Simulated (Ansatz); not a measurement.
Relaxed LaAlO3 (cubic perovskite):

```
LaAlO3
1.0
    3.81241     0.00000     0.00000
    0.00000     3.81241     0.00000
    0.00000     0.00000     3.81241
La Al O
1 1 3
Cartesian
  0.00000   0.00000   0.00000
  1.90621   1.90621   1.90621
  0.00000   1.90621   1.90621
  1.90621   1.90621   0.00000
  1.90621   0.00000   1.90621
```

In this cell atom 3 (O, nearest neighbour Al at 1.906 Å; its periodic images, 3.8 Å or more away, move with it) is moved by s along Cartesian [110], unit vector (0.707, 0.707, 0.000); all other atoms and the cell stay fixed.

Calculation: PBE (plane waves to 420 eV, PAW, scalar-relativistic; Ansatz, a first-principles code). k mesh 7×7×7 (Γ-centred), Fermi-Dirac smearing 0.05 eV. The energy includes the smearing's −TS. LaAlO3 is run without spin polarisation. LaAlO3 was relaxed with its symmetry unable to fall. This is a high-temperature form of LaAlO3. ΔE is measured from the undisplaced structure.

```tsv
s (Å)	ΔE (meV/cell)
-0.380	948
-0.304	593
-0.228	withheld
-0.152	143
-0.076	35
0.000	0
0.076	35
0.152	143
0.228	withheld
0.304	593
0.380	948
```

Fit an even polynomial form (powers 2, 4) to the given rows and predict ΔE at s = 0.228.

Least squares on the 9 given rows: ΔE = (6140)·s² + (2947)·s⁴, in meV/cell with s in Å; root-mean-square residual 0.4 meV/cell. At 0.228 the fit gives 327 meV/cell; the calculation gives 327 meV/cell, the same to the digits shown. The quadratic term alone would give 319 meV/cell.

(A displaced cell: forces are minus the slopes of the energy, force constants its curvatures, and phonons follow from these.)
